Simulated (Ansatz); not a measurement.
# PBE against r2SCAN: InN, pressure −2 GPa

Consider InN in the wurtzite structure (space group P6_3mc, No. 186; a = 3.581 Å, c = 5.788 Å).

(Cell as relaxed with PBE.)

Levels (all Ansatz, a program for electronic structure, PAW, earlier PAW set): PBE (420 eV, no SOC); r2SCAN (500 eV, no spin-orbit coupling).

Each level relaxes its own structure.

```json
[
 {"base": "volume per atom", "PBE": "16.07 Å³", "r2SCAN": "15.60 Å³"},
 {"base": "lattice parameter a", "PBE": "358.1 pm", "r2SCAN": "354.8 pm"}
]
```

The change: a negative pressure, −2 GPa.

| quantity | PBE | r2SCAN |
|---|---|---|
| c/a ratio | 1.617 | … |
| lattice parameter a | 360.1 pm | … |

### Question
What does r2SCAN give?

### Answer

- c/a ratio, r2SCAN: 1.614
- lattice parameter a, r2SCAN: 356.5 pm

PBE's c/a ratio lies 0.003 above r2SCAN's; PBE's lattice parameter a lies 3.6 pm above r2SCAN's (1.0 %). Neither level is exact; r2SCAN is the comparison here, not a measurement.

The mesh was chosen for an insulator and is coarse for the gapless case. Load acts through the strain it causes; cell and atoms are relaxed under it. Whether these cells are dynamically stable was not tested. All final runs are without spin polarisation.
